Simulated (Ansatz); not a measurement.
# Ga4As3P: the cost of one run

Method: DFT PBE, scalar-relativistic, plane waves, PAW, in Ansatz 0.2.0.

1 further run of the same task is left out (it didn't finish).

## Step 1: The starting structure

The structure is tetragonal, space group P-4m2 (No. 115). Conventional cell: a = 3.885 Å, b = 3.885 Å, c = 10.988 Å, α = 90.00°, β = 90.00°, γ = 90.00°. Ga (site symmetry 2mm) is surrounded by 2 P at 2.38 Å and 2 As at 2.38 Å. Around Ga (site symmetry 2mm) lie 4 As at 2.38 Å. P (site symmetry -4m2) has 4 Ga at 2.38 Å as nearest neighbours. Around As (site symmetry 2mm) lie 4 Ga at 2.38 Å. As (site symmetry -4m2) is surrounded by 4 Ga at 2.38 Å.

Structure file:

```xyz
8
Lattice="3.8849 0.0000 0.0000 0.0000 3.8849 0.0000 0.0000 0.0000 10.9882" Properties=species:S:1:pos:R:3 pbc="T T T"
Ga    1.9425    0.0000    9.6147
Ga    0.0000    1.9425    1.3735
Ga    1.9425    0.0000    4.1206
Ga    0.0000    1.9425    6.8676
P     0.0000    0.0000    0.0000
As    1.9425    1.9425    2.7471
As    0.0000    0.0000    5.4941
As    1.9425    1.9425    8.2412
```

The start is an ordering of an alloy on its end members' structure types: elements ordered on the sites of the GaAs type, As/P on As (P-4m2, No. 115).

## Step 2: A first look at the guess

input.yaml reads:

```yaml
crystal:
  lattice:
    - [3.88492059, 0.0, 0.0]
    - [0.0, 3.88492059, 0.0]
    - [0.0, 0.0, 10.98821478]
  atoms:
    - { symbol: Ga, position: [0.5, 0.0, 0.875] }
    - { symbol: Ga, position: [0.0, 0.5, 0.125] }
    - { symbol: Ga, position: [0.5, 0.0, 0.375] }
    - { symbol: Ga, position: [0.0, 0.5, 0.625] }
    - { symbol: P, position: [0.0, 0.0, 0.0] }
    - { symbol: As, position: [0.5, 0.5, 0.25] }
    - { symbol: As, position: [0.0, 0.0, 0.5] }
    - { symbol: As, position: [0.5, 0.5, 0.75] }
basis:
  ecutwfc: 420
kpoints:
  mp_grid: { grid: [4, 4, 2] }
hamiltonian:
  xc: pbe
scf:
  occupations: { method: gaussian, width: 0.1 }
  lower_state_search: "off"
output:
  forces: true
  stress: true
  eigenvalues: true
```

Launch:

```
$ ansatz run input.yaml --threads 1 --pin off --max-ram 2560MiB --backend cpu --events-out ev --progress --plain --runs-dir out
```

**Question.** How long does this run take on 1 thread of AMD EPYC 9R45 (Zen 5), shared host, and how much memory does it need?

About 3 s, with a peak of 0.47 GiB.
